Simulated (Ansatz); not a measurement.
# Nickel, bcc: r²SCAN0 at the r²SCAN geometry, part 2 of 2

Aim: see what exact exchange does to the levels and moments, and what it costs. The geometry was relaxed under r²SCAN beforehand and is kept. Exact exchange is dear, so the k-mesh is coarse, and r²SCAN is run on the same mesh for comparison.

Ansatz 0.2.0, plane waves with PAW, scalar-relativistic. The steps go on from the part before.

## Step 3: r²SCAN0 on the coarse mesh

The run with r²SCAN0.

input.yaml reads:

```yaml
crystal:
  lattice:
    - [-1.3824379051, 1.3824379051, 1.3824379051]
    - [1.3824379051, -1.3824379051, 1.3824379051]
    - [1.3824379051, 1.3824379051, -1.3824379051]
  atoms:
    - { symbol: Ni, position: [0.0, 0.0, 0.0], spin: 0.685 }
hamiltonian:
  xc: r2scan0
  pseudopotentials:
    kind: paw
    azcp:
      Ni: "pseudopotentials/Ni.paw.azcp"
basis:
  ecutwfc: 500
  fft_grid_basis: typed
kpoints:
  mp_grid: { grid: [8, 8, 8], shift: [0, 0, 0] }
magnetization:
  spin_polarized: true
scf:
  occupations: { method: fermi_dirac, width: 0.1 }
output:
  write_density: true
  write_potential: true
  elf: true
  volumetric_format: npy
```

On the command line:

```console
ansatz run input.yaml --threads 4 --pin off --max-ram 8192MiB --backend cpu --events-out ev --progress --plain --runs-dir out
```

What it wrote:

```text
Warning: RAYON_NUM_THREADS=4 ignored (pool sized by the plan → 4); use --threads N
Engine: ansatz 0.2.0, aarch64-unknown-linux-gnu
Pseudopotentials: kind: paw
Pseudopotential: Ni, paw, valence charge 18, recommended cutoff 500 eV (meta_gga), <dir>
Functional definition: r2SCAN0
  parameter a = 0.25
  parameter k0 = 0.174
  parameter k1 = 0.065
  parameter a1 = 4.9479
  exchange = (1 - a)*r2scan_x(k0 = k0, k1 = k1, a1 = a1) + a*exact_x
  correlation = r2scan_c
Crystal: 1 atoms, lattice volume = 10.568 Å³
Basis set: ecut = 500 eV, 249 PW (Γ), exchange–correlation on 72×72×72 points (64 copies of the dense FFT grid, shifted against one another)
Bands: 14, of which v1, the nominal top of the filled ones, is band 9 counted from 1 (8 counted from 0)
Symmetry: 48 space group operations
Space group: Im-3m (ITA 229), of the structure as read, at distance tolerance 2.2e-5 Å
Magnetic group: BNS 229.140 (UNI 1642), of the structure as read, at distance tolerance 2.2e-5 Å
k-points: 29 of 512
Non-local potential: Ni, projectors of the file, l = 0: 3, l = 1: 2, l = 2: 3, l = 3: 1
PAW form: soft (Blöchl's): semilocal exchange-correlation on the pseudo side does not see the compensation charge
PAW frozen core: Ni, regenerated for the run's functional, and the local potential with it (the file was generated under x = pbe(κ = 0.804, μ = 0.2195149727645171), c = pbe(β = 0.06672455060314922))
PAW one-centre angular grid: Ni, 590 points (default); XC on 160 Gauss nodes
Initial density: superposition of atomic densities (chi_scale 0.1, normalization cell)
Starting moments: Σ|m| = 0.685 μB on 1 of 1 site
Initial wavefunctions: pseudopotential atomic-orbital guess
Functional: x = r2scan, c = r2scan; τ floored in thin density (d = 2e-4 eV/Å³), warm-up for x = 0.75 r2scan + 0.25 exact, c = r2scan; τ floored in thin density (d = 2e-4 eV/Å³)
iter 1 solved again at ethr=7.70e-4 eV; its pass at ethr=1.00e-1 eV (dr2=1.39e-1 eV) is discarded
SCF iter   1: F=—  HF=-5845.055603 eV  |F-HF|=—  |Δ(HF+E_count)|=         —  Δρ=3.81e-2 (↑3.81e-2 ↓1.94e-2)  dr2=1.46e-1  dr2_τ=7.34e-3  dr2_m=1.78e-2  M=0.631 μB ∫|m|=0.651 μB  β_m=1.00  ethr=7.70e-4  ⟨swp⟩=4.1  Hψ=4571  notcnv=0
preconditioner: auto → none  [metal: Δε(μ)=0.016 eV  Ē_g=18.224 eV  σ=0.100 eV  W_gap=0.04  n_scr=0 (ndim 8)  ℏωp=36.1 eV  f_vac=0.000  D(μ)=1.77/eV (n_scr^D=18)]
iter 2 solved again at ethr=1.41e-5 eV; its pass at ethr=7.70e-4 eV (dr2=2.55e-3 eV) is discarded
SCF iter   2: F=—  HF=-5845.134020 eV  |F-HF|=—  |Δ(HF+E_count)|=   7.84e-2  Δρ=1.02e-2 (↑1.02e-2 ↓1.02e-2)  dr2=2.46e-3  dr2_τ=4.52e-4  dr2_m=5.36e-3  M=0.631 μB ∫|m|=0.699 μB  β_m=1.00  ethr=1.41e-5  ⟨swp⟩=3.0  Hψ=3554  notcnv=0  defer=1
SCF iter   3: F=—  HF=-5845.146498 eV  |F-HF|=—  |Δ(HF+E_count)|=   1.25e-2  Δρ=9.84e-3 (↑9.84e-3 ↓9.29e-3)  dr2=1.44e-2  dr2_τ=7.56e-5  dr2_m=3.11e-4  M=0.618 μB ∫|m|=0.710 μB  β_m=0.30  ethr=1.37e-5  ⟨swp⟩=3.3  Hψ=1935  notcnv=0
SCF iter   4: F=—  HF=-5845.173462 eV  |F-HF|=—  |Δ(HF+E_count)|=   2.70e-2  Δρ=9.49e-3 (↑3.81e-3 ↓9.49e-3)  dr2=8.52e-3  dr2_τ=3.67e-5  dr2_m=1.29e-3  M=0.631 μB ∫|m|=0.726 μB  β_m=1.00  ethr=1.37e-5  ⟨swp⟩=3.1  Hψ=2183  notcnv=0
SCF iter   5: F=—  HF=-5845.176330 eV  |F-HF|=—  |Δ(HF+E_count)|=   2.87e-3  Δρ=1.38e-3 (↑1.35e-3 ↓1.38e-3)  dr2=1.71e-4  dr2_τ=1.53e-5  dr2_m=8.94e-5  M=0.624 μB ∫|m|=0.732 μB  β_m=0.30  ethr=1.37e-5  ⟨swp⟩=3.1  Hψ=1939  notcnv=0
SCF iter   6: F=—  HF=-5845.183364 eV  |F-HF|=—  |Δ(HF+E_count)|=   7.03e-3  Δρ=1.91e-3 (↑1.27e-3 ↓1.91e-3)  dr2=1.30e-5  dr2_τ=1.32e-6  dr2_m=2.38e-4  M=0.628 μB ∫|m|=0.739 μB  β_m=1.00  ethr=9.49e-7  ⟨swp⟩=3.2  Hψ=1520  notcnv=0
SCF iter   7: F=—  HF=-5845.185967 eV  |F-HF|=—  |Δ(HF+E_count)|=   2.60e-3  Δρ=1.07e-3 (↑8.81e-4 ↓1.07e-3)  dr2=7.74e-6  dr2_τ=1.39e-6  dr2_m=8.76e-5  M=0.628 μB ∫|m|=0.746 μB  β_m=1.00  ethr=7.21e-8  ⟨swp⟩=4.0  Hψ=2260  notcnv=0
SCF iter   8: F=—  HF=-5845.188210 eV  |F-HF|=—  |Δ(HF+E_count)|=   2.24e-3  Δρ=1.21e-3 (↑3.93e-4 ↓1.21e-3)  dr2=3.57e-5  dr2_τ=1.42e-7  dr2_m=5.85e-5  M=0.630 μB ∫|m|=0.752 μB  β_m=1.00  ethr=4.30e-8  ⟨swp⟩=4.0  Hψ=2205  notcnv=0
[... 4 lines left out ...]
spin-set hold released at iteration 11 (site moments contracting): the magnetisation degrees of freedom join the quasi-Newton model from the next iteration; the mixer history was flushed
[... 8 lines left out ...]
SCF 1 converged in 19 iterations: F = -5845.192449 eV  dr2 = 3.19e-12
Initial density: handed on by an earlier stage of this run
Starting moments: Σ|m| = 0.685 μB on 1 of 1 site; this step starts from the density that it was given
Initial wavefunctions: those handed on with the density
Functional: x = 0.75 r2scan + 0.25 exact, c = r2scan; τ floored in thin density (d = 2e-4 eV/Å³)
Frozen-core exchange: fock
[... 2 lines left out ...]
preconditioner: auto → none  [metal: Δε(μ)=0.074 eV  Ē_g=20.977 eV  σ=0.100 eV  W_gap=0.18  n_scr=0 (ndim 8)  ℏωp=36.1 eV  f_vac=0.000  D(μ)=0.47/eV (n_scr^D=0)]
[... 6 lines left out ...]
SCF 2 converged in 7 iterations: F = -5841.949024 eV  dr2 = 7.76e-8
hybrid outer 1: dexx = +4.973e-2 eV, tail = 1.15e-1 eV
Frozen-core exchange: fock
[... 1 line left out ...]
preconditioner: auto → none  [insulator: Δε(μ)=0.381 eV  Ē_g=20.867 eV  σ=0.100 eV  W_gap=0.60  n_scr=0 (ndim 8)  ℏωp=36.1 eV  f_vac=0.000  D(μ)=0.26/eV (n_scr^D=0)]
[... 3 lines left out ...]
eigensolver tolerance schedule: the retry pair's looser diagonalisation over-reported the residual by 0.24 of it (diagonalisation noise at 0.25 of the residual, at the tolerance the schedule requests for it); recorded, not acted on — ethr = c·dr2/N_el stays at c = 1.0e-1
[... 2 lines left out ...]
SCF 3 converged in 5 iterations: F = -5842.020852 eV  dr2 = 2.25e-9
hybrid outer 2: dexx = +1.295e-2 eV, tail = 2.58e-2 eV, magnetization grown 1.0698 times (not accepted), Δε = 5.85e-1 eV (about 5.62e-1 eV left of the loop's levels)
Frozen-core exchange: fock
[... 1 line left out ...]
preconditioner: auto → none  [metal: Δε(μ)=0.095 eV  Ē_g=20.942 eV  σ=0.100 eV  W_gap=0.22  n_scr=0 (ndim 8)  ℏωp=36.1 eV  f_vac=0.000  D(μ)=0.27/eV (n_scr^D=0)]
[... 4 lines left out ...]
SCF 4 converged in 4 iterations: F = -5842.038302 eV  dr2 = 1.11e-8
hybrid outer 3: dexx = +2.241e-3 eV, tail = 6.14e-3 eV, magnetization grown 1.0316 times (not accepted), Δε = 4.13e-1 eV (about 4.41e-1 eV left of the loop's levels)
Frozen-core exchange: fock
[... 1 line left out ...]
preconditioner: auto → none  [metal: Δε(μ)=0.143 eV  Ē_g=20.969 eV  σ=0.100 eV  W_gap=0.33  n_scr=0 (ndim 8)  ℏωp=36.1 eV  f_vac=0.000  D(μ)=0.32/eV (n_scr^D=0)]
[... 4 lines left out ...]
SCF 5 converged in 4 iterations: F = -5842.042261 eV  dr2 = 4.07e-9
hybrid outer 4: dexx = +1.822e-3 eV, tail = 1.42e-2 eV, magnetization grown 1.0235 times (not accepted), Δε = 1.40e-1 eV (about 2.68e-1 eV left of the loop's levels)
Frozen-core exchange: fock
[... 1 line left out ...]
preconditioner: auto → none  [metal: Δε(μ)=0.154 eV  Ē_g=20.935 eV  σ=0.100 eV  W_gap=0.33  n_scr=0 (ndim 8)  ℏωp=36.1 eV  f_vac=0.000  D(μ)=0.31/eV (n_scr^D=0)]
[... 5 lines left out ...]
SCF 6 converged in 5 iterations: F = -5842.046339 eV  dr2 = 5.27e-9
hybrid outer 5: dexx = +2.716e-3 eV, tail = inf eV, first dr2_mag = 1.18e-3 eV (risen), magnetization grown 1.0270 times (not accepted), Δε = 1.90e-1 eV (about 3.71e-1 eV left of the loop's levels)
Frozen-core exchange: fock
[... 1 line left out ...]
preconditioner: auto → none  [metal: Δε(μ)=0.108 eV  Ē_g=20.952 eV  σ=0.100 eV  W_gap=0.26  n_scr=0 (ndim 8)  ℏωp=36.1 eV  f_vac=0.000  D(μ)=0.31/eV (n_scr^D=0)]
[... 2 lines left out ...]
eigensolver tolerance schedule: the retry pair's looser diagonalisation over-reported the residual by 0.14 of it (diagonalisation noise at 0.14 of the residual, at the tolerance the schedule requests for it); recorded, not acted on — ethr = c·dr2/N_el stays at c = 1.0e-1
[... 3 lines left out ...]
SCF 7 converged in 5 iterations: F = -5842.051594 eV  dr2 = 6.15e-10
hybrid outer 6: dexx = +2.738e-3 eV, tail = inf eV, first dr2_mag = 1.68e-3 eV (risen), magnetization grown 1.0303 times (not accepted), Δε = 2.43e-1 eV (about 4.83e1 eV left of the loop's levels)
Frozen-core exchange: fock
[... 1 line left out ...]
preconditioner: auto → none  [metal: Δε(μ)=0.105 eV  Ē_g=20.989 eV  σ=0.100 eV  W_gap=0.25  n_scr=0 (ndim 8)  ℏωp=36.1 eV  f_vac=0.000  D(μ)=0.26/eV (n_scr^D=0)]
[... 2 lines left out ...]
eigensolver tolerance schedule: the retry pair's looser diagonalisation over-reported the residual by 0.13 of it (diagonalisation noise at 0.13 of the residual, at the tolerance the schedule requests for it); recorded, not acted on — ethr = c·dr2/N_el stays at c = 1.0e-1
[... 2 lines left out ...]
SCF 8 converged in 4 iterations: F = -5842.057731 eV  dr2 = 1.43e-8
hybrid outer 7: dexx = +4.661e-3 eV, tail = inf eV, first dr2_mag = 2.53e-3 eV (risen), magnetization grown 1.0351 times (not accepted), Δε = 2.04e-1 eV (about 4.04e1 eV left of the loop's levels)
Frozen-core exchange: fock
[... 1 line left out ...]
preconditioner: auto → none  [insulator: Δε(μ)=0.427 eV  Ē_g=21.017 eV  σ=0.100 eV  W_gap=0.72  n_scr=0 (ndim 8)  ℏωp=36.1 eV  f_vac=0.000  D(μ)=0.10/eV (n_scr^D=0)]
[... 4 lines left out ...]
SCF 9 converged in 4 iterations: F = -5842.066276 eV  dr2 = 2.52e-10
hybrid outer 8: dexx = +2.217e-3 eV, tail = inf eV, magnetization grown 1.0244 times (not accepted), Δε = 2.42e-1 eV (about 4.80e1 eV left of the loop's levels)
Frozen-core exchange: fock
[... 1 line left out ...]
preconditioner: auto → none  [insulator: Δε(μ)=0.646 eV  Ē_g=21.039 eV  σ=0.100 eV  W_gap=0.87  n_scr=0 (ndim 8)  ℏωp=36.1 eV  f_vac=0.000  D(μ)=0.07/eV (n_scr^D=0)]
[... 2 lines left out ...]
eigensolver tolerance schedule: the retry pair's looser diagonalisation over-reported the residual by 0.20 of it (diagonalisation noise at 0.20 of the residual, at the tolerance the schedule requests for it); recorded, not acted on — ethr = c·dr2/N_el stays at c = 1.0e-1
[... 1 line left out ...]
SCF 10 stopped early in 3 iterations: F = -5842.069515 eV  dr2 = 2.18e-5
hybrid outer 9: dexx = +4.596e-4 eV, tail = 1.57e-3 eV, Δε = 2.27e-1 eV (about 2.40e-1 eV left of the loop's levels)
Frozen-core exchange: fock
SCF iter   1: F=—  HF=-5842.069402 eV  |F-HF|=—  |Δ(HF+E_count)|=         —  Δρ=3.63e-4 (↑1.04e-4 ↓3.63e-4)  dr2=1.25e-5  dr2_τ=2.09e-8  dr2_m=5.19e-6  M=0.785 μB ∫|m|=1.150 μB  β_m=0.30  ethr=4.51e-6  ⟨swp⟩=2.0  Hψ=1624  notcnv=0
preconditioner: auto → none  [insulator: Δε(μ)=0.636 eV  Ē_g=21.050 eV  σ=0.100 eV  W_gap=0.85  n_scr=0 (ndim 8)  ℏωp=36.1 eV  f_vac=0.000  D(μ)=0.07/eV (n_scr^D=0)]
iter 2 solved again at ethr=4.69e-10 eV; its pass at ethr=2.72e-8 eV (dr2=8.44e-8 eV) is discarded
SCF iter   2: F=—  HF=-5842.069404 eV  |F-HF|=—  |Δ(HF+E_count)|=   1.95e-6  Δρ=7.29e-5 (↑7.29e-5 ↓6.98e-5)  dr2=8.39e-6  dr2_τ=6.96e-9  dr2_m=3.82e-7  M=0.785 μB ∫|m|=1.151 μB  β_m=0.65  ethr=4.69e-10  ⟨swp⟩=3.9  Hψ=3536  notcnv=0
SCF iter   3: F=—  HF=-5842.069587 eV  |F-HF|=—  |Δ(HF+E_count)|=   1.83e-4  Δρ=1.58e-4 (↑1.58e-4 ↓1.07e-4)  dr2=7.38e-7  dr2_τ=2.93e-9  dr2_m=1.69e-6  M=0.785 μB ∫|m|=1.153 μB  β_m=0.65  ethr=4.43e-10  ⟨swp⟩=4.6  Hψ=2568  notcnv=0
SCF iter   4: F=—  HF=-5842.069588 eV  |F-HF|=—  |Δ(HF+E_count)|=   5.99e-7  Δρ=1.87e-5 (↑1.87e-5 ↓1.76e-5)  dr2=8.06e-7  dr2_τ=4.19e-10  dr2_m=2.56e-8  M=0.785 μB ∫|m|=1.153 μB  β_m=0.70  ethr=4.43e-10  ⟨swp⟩=3.5  Hψ=1860  notcnv=0
SCF iter   5: F=—  HF=-5842.069591 eV  |F-HF|=—  |Δ(HF+E_count)|=   3.44e-6  Δρ=1.38e-4 (↑1.22e-4 ↓1.38e-4)  dr2=4.23e-8  dr2_τ=2.41e-9  dr2_m=1.62e-6  M=0.785 μB ∫|m|=1.154 μB  β_m=0.70  ethr=2.66e-11  ⟨swp⟩=4.9  Hψ=2967  notcnv=0
SCF iter   6: F=-5842.069592 eV  HF=-5842.069592 eV  |F-HF|=8.66e-10  |Δ(HF+E_count)|=   4.95e-7  Δρ=7.01e-6 (↑2.63e-6 ↓7.01e-6)  dr2=9.05e-9  dr2_τ=3.10e-11  dr2_m=1.94e-9  M=0.785 μB ∫|m|=1.154 μB  ethr=2.66e-11  ⟨swp⟩=4.3  Hψ=2508  notcnv=0
SCF 11 converged in 6 iterations: F = -5842.069592 eV  dr2 = 9.05e-9
hybrid outer 10: dexx = +2.574e-5 eV, tail = 1.66e-6 eV, magnetization grown 1.0165 times (not accepted), Δε = 4.61e-2 eV (about 1.14e-2 eV left of the loop's levels)
Frozen-core exchange: fock
SCF iter   1: F=—  HF=-5842.069592 eV  |F-HF|=—  |Δ(HF+E_count)|=         —  Δρ=1.14e-5 (↑8.76e-6 ↓1.14e-5)  dr2=2.16e-8  dr2_τ=9.17e-11  dr2_m=3.28e-10  M=0.785 μB ∫|m|=1.154 μB  β_m=0.30  ethr=5.56e-9  ⟨swp⟩=2.0  Hψ=1626  notcnv=0
preconditioner: auto → none  [insulator: Δε(μ)=0.627 eV  Ē_g=21.054 eV  σ=0.100 eV  W_gap=0.85  n_scr=0 (ndim 8)  ℏωp=36.1 eV  f_vac=0.000  D(μ)=0.07/eV (n_scr^D=0)]
iter 2 solved again at ethr=1.56e-12 eV; its pass at ethr=1.15e-10 eV (dr2=2.81e-10 eV) is discarded
SCF iter   2: F=-5842.069592 eV  HF=-5842.069592 eV  |F-HF|=6.48e-10  |Δ(HF+E_count)|=  2.74e-10  Δρ=2.24e-6 (↑1.55e-6 ↓2.24e-6)  dr2=5.63e-10  dr2_τ=1.51e-11  dr2_m=1.01e-10  M=0.785 μB ∫|m|=1.154 μB  ethr=1.56e-12  ⟨swp⟩=3.7  Hψ=3476  notcnv=0
SCF 12 converged in 2 iterations: F = -5842.069592 eV  dr2 = 5.63e-10
hybrid outer 11: dexx = +1.542e-9 eV, tail = 3.66e-9 eV, Δε = 3.61e-4 eV (about 1.90e-4 eV left of the loop's levels)
this state was not tested for a lower state beside it, because the functional holds exact exchange (a hybrid, or Hartree-Fock), whose exchange loop this test does not read (fock_operator); the stability check (scf.self_checks: high) cannot read this state: a pseudopotential is PAW: the check reads norm-conserving sets alone
hybrid SCF converged: 11 outer / 49 inner (+19 warm-up), last move |dexx| = 1.54e-9 eV, tail = 3.66e-9 eV
Magnetization: 0.7849 μB (9.3924 up, 8.6076 down)
Absolute magnetization: 1.1543 μB (∫|ρ↑−ρ↓|, with the PAW one-centre terms)
Spin contamination: 0.0923 ħ² per cell (⟨S²⟩ above its minimum at these occupations)
Per-site moments (μB) at R_I (Å): [(0.9294775555479278, 0.9877117346011912)]
Free energy (F): -5842.069592 eV
Frozen-core exchange: fock
Harris-Foulkes:  -5842.069592 eV  (|F-HF|=6.48e-10)
Internal energy: -5842.066649 eV  (E = F + TS)
E sigma→0 (E₀):  -5842.068120 eV
Entropy (-TS):   -0.002942 eV (-2.942 meV/atom)
Fermi energy:    18.230183 eV
--- Per-component energies (eV) ---
  E_band       = -353.833502
  E_kinetic    = 284.117346
  E_local      = -3407.899273  (includes V_loc(G=0)·N_el)
  E_nonlocal   = 646.998985
  E_hartree    = 1431.411147
  E_xc         = -61.289601
  E_vxc        = -89.936599  (∫ρ·V_xc dr)
  E_exx        = -103.403959  (= α·E_x^exact, valence–valence)
  E_paw        = -1561.130986  (= ΣΔE_a)
  E_vpaw       = -449.407374  (= ΣTr[D̂ρ^β])
  E_aug_tail   = 0.000245  (compensation charges beyond the density's cutoff)
  E_vtau       = 6.278254  (kinetic-family band-sum trace: ∫τ·v_τ [+ j·A + Jᵃ·Aᵃ] dr)
  E_ewald      = -3070.443435
  E_core_change = -0.427117  (= ΣΔE_core)
  E_smearing   = -0.002942  (= −TS)
  E_closure    = 0.000000  (closes the sum)
  Σ components = -5842.069592   (vs F -5842.069592, Δ=0.00e0)
--- Band table (eV; the first three rows and the last of 58) ---
  k-point 0 ↑: bands = ["-94.7327", "-52.3771", "-52.3771", "-52.3771", "7.6592", "13.1320", "13.1320", "13.1320", "14.9403", "14.9403", "47.2866", "47.2866"]
  k-point 1 ↑: bands = ["-94.7261", "-52.4180", "-52.3916", "-52.3782", "8.4087", "12.9843", "13.1424", "13.4627", "14.8063", "14.9599", "43.1219", "45.9717"]
  k-point 2 ↑: bands = ["-94.7097", "-52.5167", "-52.4272", "-52.3801", "10.2433", "12.6372", "13.4020", "14.3101", "14.6744", "15.0309", "36.3232", "42.9562"]
  k-point 28 ↓: bands = ["-92.7179", "-50.5642", "-50.5642", "-50.5642", "11.8833", "11.8833", "20.6040", "20.6040", "20.6040", "29.7522", "29.7522", "29.7522"]
  guard bands above this table: 2 of the run's 14 bands. The solve was not asked for them (output.publish_guard_bands: true or output.eigenvalues: true publishes all)
```

It took 17 s on 4 threads of Arm Neoverse V1, shared host; peak memory 0.85 GiB.

The maps below are laid out on this run's own conventional cell (a, b, c = 2.765, 2.765, 2.765 Å).

Density in a lattice plane of the grid's cell (edges 2.76 and 2.76 Å, at 0.000 of the third edge), which holds Ni. It is the smooth density of the valence electrons, not physical close to the nuclei.

Values in e/Å³, 12 rows by 12 columns:
```
37.89 24.25  8.27  2.05  0.56  0.28  0.24  0.28  0.56  2.04  8.24 24.22
12.32  8.27  3.22  1.01  0.41  0.26  0.23  0.26  0.41  1.01  3.18  8.24
 2.82  2.05  1.01  0.49  0.31  0.25  0.23  0.25  0.31  0.49  1.01  2.04
 0.66  0.56  0.41  0.31  0.26  0.24  0.23  0.24  0.26  0.31  0.41  0.56
 0.29  0.28  0.26  0.25  0.24  0.24  0.24  0.24  0.24  0.25  0.26  0.28
 0.24  0.24  0.23  0.23  0.23  0.24  0.24  0.24  0.23  0.23  0.23  0.24
 0.29  0.28  0.26  0.25  0.24  0.24  0.24  0.24  0.24  0.25  0.26  0.28
 0.66  0.56  0.41  0.31  0.26  0.24  0.23  0.24  0.26  0.31  0.41  0.56
 2.82  2.04  1.01  0.49  0.31  0.25  0.23  0.25  0.31  0.49  1.01  2.05
12.32  8.24  3.18  1.01  0.41  0.26  0.23  0.26  0.41  1.01  3.22  8.27
37.89 24.22  8.24  2.04  0.56  0.28  0.24  0.28  0.56  2.05  8.27 24.25
60.84 37.89 12.32  2.82  0.66  0.29  0.24  0.29  0.66  2.82 12.32 37.89
```
Columns run along the first of these edges and rows up along the second, over one cell in 12 and 12 even steps from the bottom left corner. Atoms in the plane (fractional): Ni at (0.00, 0.00).

Spin density (up less down) in a lattice plane of the grid's cell (edges 2.76 and 2.76 Å, at 0.000 of the third edge), which holds Ni.

Values in e/Å³, 12 rows by 12 columns:
```
 2.48  1.68  0.45  0.04 -0.02 -0.02 -0.03 -0.02 -0.02  0.04  0.45  1.66
 0.46  0.45  0.22  0.04 -0.02 -0.03 -0.03 -0.03 -0.02  0.04  0.22  0.45
-0.01  0.04  0.04  0.00 -0.02 -0.03 -0.03 -0.03 -0.02  0.00  0.04  0.04
-0.02 -0.02 -0.02 -0.02 -0.03 -0.03 -0.03 -0.03 -0.03 -0.02 -0.02 -0.02
-0.02 -0.02 -0.03 -0.03 -0.03 -0.03 -0.03 -0.03 -0.03 -0.03 -0.03 -0.02
-0.02 -0.03 -0.03 -0.03 -0.03 -0.03 -0.02 -0.03 -0.03 -0.03 -0.03 -0.03
-0.02 -0.02 -0.03 -0.03 -0.03 -0.03 -0.03 -0.03 -0.03 -0.03 -0.03 -0.02
-0.02 -0.02 -0.02 -0.02 -0.03 -0.03 -0.03 -0.03 -0.03 -0.02 -0.02 -0.02
-0.01  0.04  0.04  0.00 -0.02 -0.03 -0.03 -0.03 -0.02  0.00  0.04  0.04
 0.46  0.45  0.22  0.04 -0.02 -0.03 -0.03 -0.03 -0.02  0.04  0.22  0.45
 2.48  1.66  0.45  0.04 -0.02 -0.02 -0.03 -0.02 -0.02  0.04  0.45  1.68
 4.28  2.48  0.46 -0.01 -0.02 -0.02 -0.02 -0.02 -0.02 -0.01  0.46  2.48
```
Columns run along the first of these edges and rows up along the second, over one cell in 12 and 12 even steps from the bottom left corner. Atoms in the plane (fractional): Ni at (0.00, 0.00).

## Step 4: Side by side

| functional | gap on the mesh | Fermi energy (eV) | magnetic state | SCF cycles | exchange loops | CPU time |
| --- | --- | --- | --- | --- | --- | --- |
| r²SCAN | none (levels filled in part) | 18.589 | ferromagnetic, up to 0.70 μB per atom | 16 | - | 3.9 s |
| r²SCAN0 | none (levels filled in part) | 18.230 | ferromagnetic, up to 0.93 μB per atom | 68 | 11 | 60 s |

## Step 5: Outcome

The summary covers parts 1 to 2.

```
                             quantity                                  value
                          r²SCAN: gap           none (levels filled in part)
               r²SCAN: magnetic state  ferromagnetic, up to 0.70 μB per atom
                         r²SCAN0: gap           none (levels filled in part)
              r²SCAN0: magnetic state  ferromagnetic, up to 0.93 μB per atom
  r²SCAN0: SCF cycles, exchange loops                                 68, 11
r²SCAN0: CPU time over that of r²SCAN                                     16
```

What this shows: Neither r²SCAN nor r²SCAN0 shows a clean gap on this mesh. Moments change from 0.70 μB to 0.93 μB at most; exact exchange favours larger moments in itinerant magnets. r²SCAN0 cost 16 times the CPU time of r²SCAN. The exchange operator of r²SCAN0 was renewed in 11 outer loops. The total energies in the logs cannot be compared from one functional to another.
